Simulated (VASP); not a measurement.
# Ge (I4_1/amd) in VASP: a series of runs, part 2 of 2

VASP 6.6.1. Earlier steps stand in the parts before.

### Step 5. Single point, PBE

The input, INCAR:

```
PREC = Accurate
ENCUT = 400
EDIFF = 1E-5
ISMEAR = 0
SIGMA = 0.05
LREAL = F
LASPH = T
NELM = 100
ALGO = Normal
ISIF = 2
LWAVE = F
LCHARG = F
GGA = PE
NBANDS = 21
ADDGRID = F
```

The input, KPOINTS:

```
regular mesh
0
Gamma
  8 8 8
```

The input, POSCAR:

```
Ge
1.0
   -2.5744897190      2.5744897190      1.3974126432
    2.5744897190     -2.5744897190      1.3974126432
    2.5744897190      2.5744897190     -1.3974126432
Ge
2
Direct
    0.5000000000      0.5000000000      0.0000000000
    0.2500000000      0.7500000000      0.5000000000
```

Potentials or basis: VASP PAW PBE potentials, release 64 (Ge_d).

Run with:

```sh
$ cat potpaw_PBE.64/Ge_d/POTCAR > POTCAR
$ mpirun -np 1 vasp_std > vasp.out
```

OUTCAR:

```text
PREC = Accurate
   ENCUT = 400
   EDIFF = 1E-5
   ISMEAR = 0
   LREAL = F
   LASPH = T
   NELM = 100
   ISIF = 2
   GGA = PE

 Found     59 irreducible k-points:

 Following reciprocal coordinates:
            Coordinates               Weight
  0.000000  0.000000  0.000000      1.000000
  0.125000  0.000000 -0.000000      8.000000
  0.250000  0.000000 -0.000000      8.000000
  0.375000  0.000000  0.000000      8.000000
  0.500000  0.000000 -0.000000      4.000000
  0.125000  0.125000 -0.000000      8.000000
   k-points           NKPTS =     59   k-points in BZ     NKDIM =     59   number of bands    NBANDS=     21
   number of dos      NEDOS =    301   number of ions     NIONS =      2
   total plane-waves  NPLWV =  21952
   dimension x,y,z NGX =    28 NGY =   28 NGZ =   28
   dimension x,y,z NGXF=    56 NGYF=   56 NGZF=   56
   ions per type =               2
   NGX,Y,Z   is equivalent  to a cutoff of  11.94, 11.94, 11.94 a.u.
   NGXF,Y,Z  is equivalent  to a cutoff of  23.87, 23.87, 23.87 a.u.
 SYSTEM =  unknown system
   PREC   = accura    normal or accurate (medium, high low for compatibility)
   ISTART =      0    job   : 0-new  1-cont  2-samecut
   ICHARG =      2    charge: 1-file 2-atom 10-const
   ISPIN  =      1    spin polarized calculation?
   LNONCOLLINEAR =      F non collinear calculations
   LSORBIT =      F    spin-orbit coupling
   LASPH  =      T    aspherical Exc in radial PAW
   ENCUT  =  400.0 eV  29.40 Ry    5.42 a.u.   6.36  6.36  6.36*2*pi/ulx,y,z
   NELM   =    100;   NELMIN=  2; NELMDL= -5     # of ELM steps
   EDIFF  = 0.1E-04   stopping-criterion for ELM
   LREAL  =      F    real-space projection
   EDIFFG = 0.1E-03   stopping-criterion for IOM
   NSW    =      0    number of steps for IOM
   IBRION =     -1    ionic relax: 0-MD 1-quasi-New 2-CG
   NFREE  =      0    steps in history (QN), initial steepest desc. (CG)
   ISIF   =      2    stress and relaxation
   ISYM   =      2    0-nonsym 1-usesym 2-fastsym
   POTIM  = 0.5000    time-step for ionic-motion
   TEBEG  =    0.0;   TEEND  =   0.0 temperature during run
   PSTRESS=    0.0 pullay stress
   NELECT =      28.0000    total number of electrons
   NUPDOWN=      -1.0000    fix difference up-down
   EMIN   =  10.00;   EMAX   =-10.00  energy-range for DOS
   EFERMI =   0.00;   METHOD = LEGACY
   ISMEAR =     0;   SIGMA  =   0.05  broadening in eV -4-tet -1-fermi 0-gaus
   EFERMI_NEDOS =   21; number of points for ismear=-14 and -15
   IALGO  =     38    algorithm
   IMIX   =      4    mixing-type and parameters
     AMIX     =   0.40;   BMIX     =  1.00
     AMIX_MAG =   1.60;   BMIX_MAG =  1.00
  volume/ion in A,a.u.               =      18.52       125.01
  Fermi-wavevector in a.u.,A,eV,Ry     =   1.491209  2.817976 30.255333  2.223704
  Thomas-Fermi vector in A             =   2.603893
   LORBIT       =      0    0 simple, 1 ext, 2 COOP (PROOUT), +10 PAW based schemes
   GGA     = PE    functional components
   LHFCALC =     F    Hartree Fock is set to
   AEXX    =    0.0000 exact exchange contribution
   IVDW    =     0    specifies the selected vdW correction
   LEPSILON=     F    determine dielectric tensor
   LRPA    =     F    only Hartree local field effects (RPA)
 non-spin polarized calculation
 Gauss-broadening in eV      SIGMA  =   0.05
  energy-cutoff  :      400.00
  volume of cell :       37.05
 maximum number of plane-waves:       691
 NGX is ok and might be reduce to    28
   NGX = 13   NGY = 13   NGZ = 13

 number of electron      28.0000030 magnetization

 Free energy of the ion-electron system (eV)
  ---------------------------------------------------
  ext. energy  EPLUGINS =         0.00000000
  ---------------------------------------------------
  free energy    TOTEN  =        -8.53978425 eV

  energy without entropy =       -8.53888333  energy(sigma->0) =       -8.53933379

 E-fermi :   6.7244     XC(G=0): -11.3208

 val. band max:        6.7024282398   @ k =  -0.2500   0.2500   0.2500
 cond. band min:       6.8419464607   @ k =   0.3750   0.3750   0.1250
 fundamental gap:      0.1395182209
 Fermi energy:         6.7244489075

 k-point     1 :       0.0000    0.0000    0.0000
  band No.  band energies     occupation
      1     -17.9586      2.00000
      2     -17.9085      2.00000
      3     -17.8828      2.00000
      4     -17.8761      2.00000
      5     -17.7721      2.00000
      6     -17.7721      2.00000
[... 13 lines left out ...]
     20      18.3533      0.00000
     21      19.3396      0.00000

 k-point     2 :       0.1250    0.0000   -0.0000
  band No.  band energies     occupation
      1     -17.9522      2.00000
      2     -17.8886      2.00000
      3     -17.8751      2.00000
      4     -17.8528      2.00000
      5     -17.7868      2.00000
      6     -17.7828      2.00000
[... 13 lines left out ...]
     20      17.6889      0.00000
     21      18.1680      0.00000

 k-point     3 :       0.2500    0.0000   -0.0000
  band No.  band energies     occupation
      1     -17.9350      2.00000
      2     -17.8569      2.00000
      3     -17.8521      2.00000
      4     -17.8246      2.00000
      5     -17.8120      2.00000
      6     -17.7825      2.00000
[... 13 lines left out ...]
     20      15.6397      0.00000
     21      17.5770      0.00000

 k-point     4 :       0.3750    0.0000    0.0000
  band No.  band energies     occupation
      1     -17.9188      2.00000
      2     -17.8537      2.00000
      3     -17.8487      2.00000
      4     -17.8364      2.00000
      5     -17.8167      2.00000
      6     -17.7986      2.00000
[... 13 lines left out ...]
     20      15.9787      0.00000
     21      18.9691      0.00000

 k-point     5 :       0.5000    0.0000   -0.0000
  band No.  band energies     occupation
      1     -17.9107      2.00000
      2     -17.8672      2.00000
      3     -17.8609      2.00000
      4     -17.8313      2.00000
      5     -17.8078      2.00000
      6     -17.8057      2.00000
[... 13 lines left out ...]
     20      18.3883      0.00000
     21      19.2619      0.00000

 k-point     6 :       0.1250    0.1250   -0.0000
  band No.  band energies     occupation
      1     -17.9409      2.00000
      2     -17.8614      2.00000
      3     -17.8492      2.00000
      4     -17.8162      2.00000
      5     -17.8045      2.00000
      6     -17.7956      2.00000
[... 13 lines left out ...]
     20      15.8735      0.00000
     21      16.4746      0.00000

 [... further k-points ...]
[... 5 lines left out ...]
  --------------------------------------------------------------------------------------
  -------------------------------------------------------------------------------------
  Total        0.0940355      0.0940355      1.1920879      0.0000000      0.0000000      0.0000000
  in kB        4.0666352      4.0666352     51.5527547      0.0000000      0.0000000      0.0000000
  external PRESSURE =      19.8953417 kB  Pullay stress =       0.0000000 kB

 VOLUME and BASIS-vectors are now :
 -----------------------------------------------------------------------------
  energy-cutoff  :      400.00
  volume of cell :       37.05
      direct lattice vectors                 reciprocal lattice vectors
    -2.574489719  2.574489719  1.397412643     0.000000000  0.194213244  0.357804119
     2.574489719 -2.574489719  1.397412643     0.194213244  0.000000000  0.357804119
     2.574489719  2.574489719 -1.397412643     0.194213244  0.194213244  0.000000000

 POSITION                                       TOTAL-FORCE (eV/Angst)
 -----------------------------------------------------------------------------------
      0.00000      0.00000      1.39741         0.000000     -0.000000     -0.000000
      2.57449      0.00000      0.69871        -0.000000      0.000000      0.000000
 -----------------------------------------------------------------------------------
    total drift:                                0.000000     -0.000000      0.000000

  FREE ENERGIE OF THE ION-ELECTRON SYSTEM (eV)
  ---------------------------------------------------
  free  energy   TOTEN  =        -8.5397842542 eV

  energy  without entropy=       -8.5388833342  energy(sigma->0) =       -8.53933379
```

OSZICAR:

```text
N       E                     dE             d eps       ncg     rms          rms(c)
DAV:   1     0.160205853853E+03    0.16021E+03   -0.12276E+04  2866   0.333E+03
DAV:   2     0.124839251472E+02   -0.14772E+03   -0.14334E+03  2498   0.532E+02
DAV:   3    -0.802385185847E+01   -0.20508E+02   -0.20385E+02  2883   0.123E+02
DAV:   4    -0.854941358157E+01   -0.52556E+00   -0.52539E+00  2746   0.231E+01
DAV:   5    -0.855689407853E+01   -0.74805E-02   -0.74804E-02  2839   0.297E+00    0.211E+00
DAV:   6    -0.854488379912E+01    0.12010E-01   -0.17135E-02  3365   0.222E+00    0.120E+00
DAV:   7    -0.853994470909E+01    0.49391E-02   -0.12355E-02  3340   0.164E+00    0.110E-01
DAV:   8    -0.853978078762E+01    0.16392E-03   -0.18607E-03  3037   0.778E-01    0.403E-02
DAV:   9    -0.853978425421E+01   -0.34666E-05   -0.58197E-05  3042   0.111E-01
   1 F= -.85397843E+01 E0= -.85393338E+01  d E =-.900920E-03
```

Wall time 12 s (1 thread of Intel Xeon 6975P-C (Granite Rapids), shared host); peak memory 0.16 GiB.

The run converged, but some of its settings lie outside the range that counts as converged, so its numbers aren't taken as properties of the crystal.

Results:

```yaml
Free_energy: -8.5398 eV
Pressure: 2.0 GPa
Band_gap_on_the_k_mesh: none (metal or under the smearing width)
```

### Step 6. Single point, PBE

INCAR is that of step 5.

KPOINTS is that of step 5.

The input, POSCAR:

```
Ge
1.0
   -2.5744897190      2.5744897190      1.3974126432
    2.5744897190     -2.5744897190      1.3974126432
    2.5744897190      2.5744897190     -1.3974126432
Ge
2
Direct
    0.5147880000      0.5105290000      0.0041050000
    0.2603220000      0.7562090000      0.5249690000
```

Potentials or basis: VASP PAW PBE potentials, release 64 (Ge_d).

Run with:

```sh
$ cat potpaw_PBE.64/Ge_d/POTCAR > POTCAR
$ mpirun -np 1 vasp_std > vasp.out
```

Run time: 45 s. Hardware: 1 thread of Intel Xeon 6975P-C (Granite Rapids), shared host; peak memory 0.23 GiB.

These settings aren't checked as converged: the numbers below hold their error.

Results:

| Item | Value |
| --- | --- |
| Free energy | -8.5273 eV |
| Pressure | 2.2 GPa |
| Largest force | 0.296 eV/Å |
| Band gap on the k mesh | none (metal or under the smearing width) |

### Step 7. The reference run

An earlier run on the cell as given: functional PBE; potentials or basis VASP PAW PBE potentials, release 64 (Ge_d); cutoff 520 eV; k mesh 11 × 11 × 11; occupations fermi-dirac, width 0.05 eV; no spin polarisation.

- Pressure: 3.2 GPa
- Band gap on the k mesh: none (metal or under the smearing width)
